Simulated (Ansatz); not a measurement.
The cell below belongs to a search over invented structures; it isn't taken from experiment.

Input and command of a plane-wave DFT calculation in Ansatz:

```yaml
crystal:
  lattice:
    - [6.51822308, 0.0, 0.0]
    - [0.0, 6.51822308, 0.0]
    - [0.0, 0.0, 4.40233891]
  atoms:
    - { symbol: Ge, position: [0.31381198, 0.93119501, 0.5] }
    - { symbol: Ge, position: [0.68618802, 0.93119501, 0.0] }
    - { symbol: Ge, position: [0.68618802, 0.06880499, 0.5] }
    - { symbol: Ge, position: [0.93119501, 0.68618802, 0.0] }
    - { symbol: Ge, position: [0.93119501, 0.31381198, 0.5] }
    - { symbol: Ge, position: [0.31381198, 0.06880499, 0.0] }
    - { symbol: Ge, position: [0.06880499, 0.31381198, 0.0] }
    - { symbol: Ge, position: [0.06880499, 0.68618802, 0.5] }
basis:
  ecutwfc: 420
kpoints:
  mp_grid: { grid: [4, 4, 4] }
hamiltonian:
  xc: pbe
scf:
  occupations: { method: gaussian, width: 0.1 }
  lower_state_search: "off"
output:
  forces: true
  stress: true
  eigenvalues: true
relax:
  adjacent_minimum: "off"
  f_tol: 0.04
  max_steps: 70
  cell: { stress_tol: 0.4 }
```

```bash
ansatz run input.yaml --threads 1 --pin off --max-ram 2560MiB --backend cpu --events-out ev --progress --plain --runs-dir out
```

Processor: Arm Neoverse V1, 1 thread, on a host shared with other jobs.

Q: Estimate time, memory and problem size.

A: About 6.1 min, peak memory 0.54 GiB. It solves 68 bands at 18 k points (after reduction by symmetry) with about 4239 plane waves (on the last cell), in 120 SCF iterations over 20 ionic steps.
